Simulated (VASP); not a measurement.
# V (Im-3m) in VASP: notebook

Aim: see how the results for V move with the level of theory and the settings. Levels: PBE, PBEsol. Tasks: elastic constants.

All numbers are computed with VASP 6.6.1; they aren't measurements. Logs are shortened: lines on timing, memory, paths and dates and some standing lists are left out, and cuts for length are marked.

### Step 1. The structure

The structure is cubic, space group Im-3m (No. 229). The conventional cell has a = 3.000 Å, b = 3.000 Å, c = 3.000 Å, α = 90.00°, β = 90.00°, γ = 90.00°. V (site symmetry m-3m) is surrounded by 8 V at 2.60 Å.

The cell was built by a generator and needn't be a form met in nature.

### Step 2. Elastic constants, PBE

POSCAR reads:

```
V
1.0
   -1.5000000000      1.5000000000      1.5000000000
    1.5000000000     -1.5000000000      1.5000000000
    1.5000000000      1.5000000000     -1.5000000000
V
1
Direct
    0.0000000000      0.0000000000      0.0000000000
```

INCAR.step1 reads:

```
  PREC = Accurate
  ENCUT = 600
  EDIFF = 1E-8
  ISMEAR = 1
  SIGMA = 0.15
  LREAL = F
  LASPH = T
  NELM = 100
  ALGO = Normal
  ISIF = 3
  LWAVE = F
  LCHARG = F
  GGA = PE
  IBRION = 2
  NSW = 40
  EDIFFG = -0.002
  KPAR = 2
```

INCAR.step2 reads:

```
  PREC = Accurate
  ENCUT = 600
  EDIFF = 1E-8
  ISMEAR = 1
  SIGMA = 0.15
  LREAL = F
  LASPH = T
  NELM = 100
  ALGO = Normal
  ISIF = 3
  LWAVE = F
  LCHARG = F
  GGA = PE
  IBRION = 6
  NFREE = 2
  POTIM = 0.015
  NSW = 1
  KPAR = 2
```

KPOINTS reads:

```
regular mesh
0
Gamma
  24 24 24
```

Potentials or basis: VASP PAW PBE potentials, release 64 (V_sv).

On the command line:

```
$ cat potpaw_PBE.64/V_sv/POTCAR > POTCAR
$ cp INCAR.step1 INCAR
$ mpirun -np 2 vasp_std > vasp.out
$ cp CONTCAR POSCAR
$ cp INCAR.step2 INCAR
$ mpirun -np 2 vasp_std > vasp.out
```

OUTCAR:

```text
PREC = Accurate
   ENCUT = 600
   EDIFF = 1E-8
   ISMEAR = 1
   LREAL = F
   LASPH = T
   NELM = 100
   ISIF = 3
   GGA = PE
   IBRION = 6
   NFREE = 2
   POTIM = 0.015
   NSW = 1

 ion  position               nearest neighbor table
   1  0.000  0.000  0.000-

  LATTYP: Found a body centered cubic cell.
 ALAT       =     2.9972107327

  Lattice vectors:

 A1 = (  -1.4986053664,   1.4986053664,   1.4986053664)
 A2 = (   1.4986053664,  -1.4986053664,   1.4986053664)
 A3 = (   1.4986053664,   1.4986053664,  -1.4986053664)

Analysis of symmetry for initial positions (statically):
=====================================================================
 Subroutine PRICEL returns:
 Original cell was already a primitive cell.

 Routine SETGRP: Setting up the symmetry group for a
 body centered cubic supercell.

 Subroutine GETGRP returns: Found 48 space group operations
 (whereof 48 operations were pure point group operations)
 out of a pool of 48 trial point group operations.

The static configuration has the point symmetry O_h .

Analysis of symmetry for dynamics (positions and initial velocities):
=====================================================================
 Subroutine PRICEL returns:
 Original cell was already a primitive cell.

 Routine SETGRP: Setting up the symmetry group for a
 body centered cubic supercell.

 Subroutine GETGRP returns: Found 48 space group operations
 (whereof 48 operations were pure point group operations)
 out of a pool of 48 trial point group operations.

The dynamic configuration has the point symmetry O_h .

 Subroutine INISYM returns: Found 48 space group operations
 (whereof 48 operations are pure point group operations),
 and found     1 'primitive' translations

----------------------------------------------------------------------------------------

[... 340 lines left out ...]
      3     -27.3062      2.00000
      4     -27.3062      2.00000
      5       3.1261      2.00000
      6      10.1251     -0.00063
      7      10.1251     -0.00063
      8      10.1251     -0.00063
      9      12.1359     -0.00000
     10      12.1359     -0.00000
[... 287 lines left out ...]
 k-point    24 :       0.4583    0.0417    0.0000
  band No.  band energies     occupation
      1     -53.8082      2.00000
      2     -28.1978      2.00000
      3     -27.5907      2.00000
      4     -27.3194      2.00000
      5       6.5821      2.00000
      6       8.5975      2.00000
      7      11.1254     -0.00000
      8      12.1264     -0.00000
      9      12.5913     -0.00000
     10      13.9230      0.00000

 [... further k-points ...]

------------------------ aborting loop because EDIFF is reached ----------------------------------------

  FORCE on cell =-STRESS in cart. coord.  units (eV):
  Direction    XX          YY          ZZ          XY          YZ          ZX
  --------------------------------------------------------------------------------------
  -------------------------------------------------------------------------------------
  Total        0.0005298      0.0005298      0.0005298     -0.0000000     -0.0000000      0.0000000
  in kB        0.0630543      0.0630543      0.0630543     -0.0000000     -0.0000000      0.0000000
  external PRESSURE =       0.0630543 kB  Pullay stress =       0.0000000 kB
[... 16 lines left out ...]
  FREE ENERGIE OF THE ION-ELECTRON SYSTEM (eV)
  ---------------------------------------------------
  free  energy   TOTEN  =        -8.9918210262 eV

  energy  without entropy=       -8.9917372368  energy(sigma->0) =       -8.99179310

 INTERNAL STRAIN TENSORS FROM STRAINED CELLS
 ============================================

 INTERNAL STRAIN TENSOR FOR ION    1 for displacements in x,y,z  (eV/Angst):
          X           Y           Z          XY          YZ          ZX
  --------------------------------------------------------------------------------
  x    -0.00000    -0.00000     0.00000     0.00000     0.00000    -0.00000
  y     0.00000     0.00000    -0.00000     0.00000    -0.00000    -0.00000
  z    -0.00000     0.00000    -0.00000     0.00000     0.00000     0.00000

 INTERNAL STRAIN TENSORS FROM DISPLACED ATOMS
 ============================================

 INTERNAL STRAIN TENSOR FOR ION    1 for displacements in x,y,z  (eV/Angst):
          X           Y           Z          XY          YZ          ZX
  --------------------------------------------------------------------------------
  x     0.00000     0.00000     0.00000     0.00000     0.00000     0.00000
  y     0.00000     0.00000     0.00000     0.00000     0.00000     0.00000
  z     0.00000     0.00000     0.00000     0.00000     0.00000     0.00000

 Eigenvectors and eigenvalues of the dynamical matrix
 ----------------------------------------------------

   1 f/i=    0.000000 THz     0.000000 2PiTHz    0.000000 cm-1     0.000000 meV
             X         Y         Z           dx          dy          dz
      0.000000  0.000000  0.000000    -0.215790   -0.976440    0.000000

   2 f/i=    0.000000 THz     0.000000 2PiTHz    0.000000 cm-1     0.000000 meV
             X         Y         Z           dx          dy          dz
      0.000000  0.000000  0.000000     0.000000    0.000000    1.000000

   3 f/i=    0.000000 THz     0.000000 2PiTHz    0.000000 cm-1     0.000000 meV
             X         Y         Z           dx          dy          dz
      0.000000  0.000000  0.000000     0.976440   -0.215790    0.000000

--------------------------------------------------------------------------------------------------------

 ELASTIC MODULI CONTR FROM IONIC RELAXATION (kBar)
 Direction    XX          YY          ZZ          XY          YZ          ZX
 --------------------------------------------------------------------------------
 XX           0.0000      0.0000      0.0000      0.0000      0.0000      0.0000
 YY           0.0000      0.0000      0.0000      0.0000      0.0000      0.0000
 ZZ           0.0000      0.0000      0.0000      0.0000      0.0000      0.0000
 XY           0.0000      0.0000      0.0000      0.0000      0.0000      0.0000
 YZ           0.0000      0.0000      0.0000      0.0000      0.0000      0.0000
 ZX           0.0000      0.0000      0.0000      0.0000      0.0000      0.0000
 --------------------------------------------------------------------------------

 TOTAL ELASTIC MODULI (kBar)
 Direction    XX          YY          ZZ          XY          YZ          ZX
 --------------------------------------------------------------------------------
 XX        2668.3626   1403.2521   1403.2521     -0.0000     -0.0000      0.0000
 YY        1403.2521   2668.3626   1403.2521     -0.0000      0.0000      0.0000
 ZZ        1403.2521   1403.2521   2668.3626     -0.0000      0.0000     -0.0000
 XY          -0.0000     -0.0000     -0.0000    265.5625      0.0000      0.0000
 YZ          -0.0000      0.0000      0.0000      0.0000    265.5625      0.0000
 ZX           0.0000      0.0000     -0.0000      0.0000      0.0000    265.5625
 --------------------------------------------------------------------------------
```

OUTCAR.step1:

```text
PREC = Accurate
   ENCUT = 600
   EDIFF = 1E-8
   ISMEAR = 1
   LREAL = F
   LASPH = T
   NELM = 100
   ISIF = 3
[... 599 lines left out ...]
  -------------------------------------------------------------------------------------
  Total        0.0004040      0.0004040      0.0004040      0.0000000      0.0000000      0.0000000
  in kB        0.0480807      0.0480807      0.0480807      0.0000000      0.0000000      0.0000000
  external PRESSURE =       0.0480807 kB  Pullay stress =       0.0000000 kB
[... 16 lines left out ...]
  FREE ENERGIE OF THE ION-ELECTRON SYSTEM (eV)
  ---------------------------------------------------
  free  energy   TOTEN  =        -8.9918522594 eV

  energy  without entropy=       -8.9917684766  energy(sigma->0) =       -8.99182433

 reached required accuracy - stopping structural energy minimisation
```

Wall time 11 min (2 MPI ranks of Intel Xeon 6975P-C (Granite Rapids), shared host); peak memory 1.1 GiB.

Results:

```yaml
Relaxed_volume: 13.46 Å³/atom
Relaxed_cell: a = 2.596 Å, b = 2.596 Å, c = 2.596 Å, α = 109.47°, β = 109.47°, γ = 109.47°
Space_group_after_relaxing_to_0.05_Å: Im-3m (No. 229)
Elastic_constants_C11_C12_C44: 267, 140, 27 GPa
Voigt_bulk_modulus: 182 GPa
```

Final structure:
```
V
1.0
    -1.49861    1.49861    1.49861
     1.49861   -1.49861    1.49861
     1.49861    1.49861   -1.49861
V
1
Direct
  0.00000 0.00000 0.00000
```

Elastic tensor in Voigt notation (GPa, in the Cartesian axes of the cell as first typed):
```
267 140 140   0   0   0
140 267 140   0   0   0
140 140 267   0   0   0
  0   0   0  27   0   0
  0   0   0   0  27   0
  0   0   0   0   0  27
```

Clamped-ion elastic tensor (GPa):
```
267 140 140   0   0   0
140 267 140   0   0   0
140 140 267   0   0   0
  0   0   0  27   0   0
  0   0   0   0  27   0
  0   0   0   0   0  27
```

### Step 3. Elastic constants, PBEsol

POSCAR is that of step 2.

INCAR.step1 reads:

```
SYSTEM = V
PREC = Accurate
ENCUT = 600
EDIFF = 1E-8
ISMEAR = 1
SIGMA = 0.15
LREAL = .FALSE.
LASPH = .TRUE.
NELM = 100
ALGO = Normal
ISIF = 3
LWAVE = .FALSE.
LCHARG = .FALSE.
GGA = PS
IBRION = 2
NSW = 40
EDIFFG = -0.002
KPAR = 2
```

INCAR.step2 reads:

```
SYSTEM = V
PREC = Accurate
ENCUT = 600
EDIFF = 1E-8
ISMEAR = 1
SIGMA = 0.15
LREAL = .FALSE.
LASPH = .TRUE.
NELM = 100
ALGO = Normal
ISIF = 3
LWAVE = .FALSE.
LCHARG = .FALSE.
GGA = PS
IBRION = 6
NFREE = 2
POTIM = 0.015
NSW = 1
KPAR = 2
```

KPOINTS reads:

```
Automatic mesh
0
G
  24 24 24
  0 0 0
```

Potentials or basis: VASP PAW PBE potentials, release 64 (V_sv).

On the command line:

```
$ cat potpaw_PBE.64/V_sv/POTCAR > POTCAR
$ cp INCAR.step1 INCAR
$ mpirun -np 2 vasp_std > vasp.out
$ cp CONTCAR POSCAR
$ cp INCAR.step2 INCAR
$ mpirun -np 2 vasp_std > vasp.out
```

Run time: 11 min. Hardware: 2 MPI ranks of AMD EPYC 9R45 (Zen 5), shared host; peak memory 0.98 GiB.

Results (log left out):

* Relaxed volume: 12.95 Å³/atom
* Relaxed cell: a = 2.562 Å, b = 2.562 Å, c = 2.562 Å, α = 109.47°, β = 109.47°, γ = 109.47°
* Space group after relaxing (to 0.05 Å): Im-3m (No. 229)
* Elastic constants C11, C12, C44: 293, 150, 26 GPa
* Voigt bulk modulus: 198 GPa

The path:
| step | energy change (eV) | largest force (eV/Å) | pressure (GPa) | volume (Å³) |
| --- | --- | --- | --- | --- |
| 1 | 0.0000 | 0.0000 | -7.57 | 13.50 |
| 2 | 0.0091 | 0.0000 | 11.40 | 12.29 |
| 3 | -0.0134 | 0.0000 | -0.10 | 12.96 |
| 4 | -0.0134 | 0.0000 | 0.07 | 12.95 |
| 5 | -0.0134 | 0.0000 | -0.07 | 12.96 |
| 6 | -0.0134 | 0.0000 | 0.00 | 12.95 |

Final structure:
```
V
1.0
    -1.47939    1.47939    1.47939
     1.47939   -1.47939    1.47939
     1.47939    1.47939   -1.47939
V
1
Direct
  0.00000 0.00000 0.00000
```

Elastic tensor in Voigt notation (GPa, in the Cartesian axes of the cell as first typed):
```
293 150 150   0   0   0
150 293 150   0   0   0
150 150 293   0   0   0
  0   0   0  26   0   0
  0   0   0   0  26   0
  0   0   0   0   0  26
```

Clamped-ion elastic tensor (GPa):
```
293 150 150   0   0   0
150 293 150   0   0   0
150 150 293   0   0   0
  0   0   0  26   0   0
  0   0   0   0  26   0
  0   0   0   0   0  26
```

Caveat: the PAW data sets were made with another functional, which shifts forces and pressure a little.
